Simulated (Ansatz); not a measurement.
WS2 (Tungstenite):

```xyz
6
Lattice="3.1800 0.0000 0.0000 -1.5900 2.7540 0.0000 0.0000 0.0000 12.5000" Properties=species:S:1:pos:R:3 pbc="T T T"
W     1.5900    0.9180    9.3750
W     0.0000    1.8360    3.1250
S     1.5900    0.9180    4.6875
S     0.0000    1.8360   10.9375
S     1.5900    0.9180    1.5625
S     0.0000    1.8360    7.8125
```

Base run:

- Program: Ansatz 0.2.0
- Functional: PBEsol
- Potentials or basis: Ansatz PAW
- Cutoff: 420 eV (not typed: the program's choice for these potentials)
- k mesh: 10 × 10 × 3
- Occupations: fermi-dirac, width 0.05 eV
- Spin: no spin polarisation
- Hubbard terms: W d U = 3 eV

Its results: band gap on the k mesh 1.15 eV, indirect (least direct gap 1.96 eV); pressure -2.5 GPa; largest force 0.140 eV/Å.

Task: The run is repeated on the same cell with these changes: hubbard terms from W d U = 3 eV to none; hubbard projectors from ortho-atomic (the default) to none. What comes out?

Result: Band gap on the k mesh 1.07 eV, indirect (least direct gap 2.08 eV); pressure -2.7 GPa; largest force 0.154 eV/Å.

The U term pushes filled and empty states of the shell apart.

Caveats: the k mesh misses the band edges, so the gap on the mesh is wider than the one along the path; spin-orbit coupling is left out, which moves the levels of the heavy elements; this functional lacks dispersion, which binds the layers, so the pressure and a relaxed spacing across them are unreliable; the PAW data sets come from PBE, with cores solved anew for the run's functional, which leaves a small shift of forces and pressure.
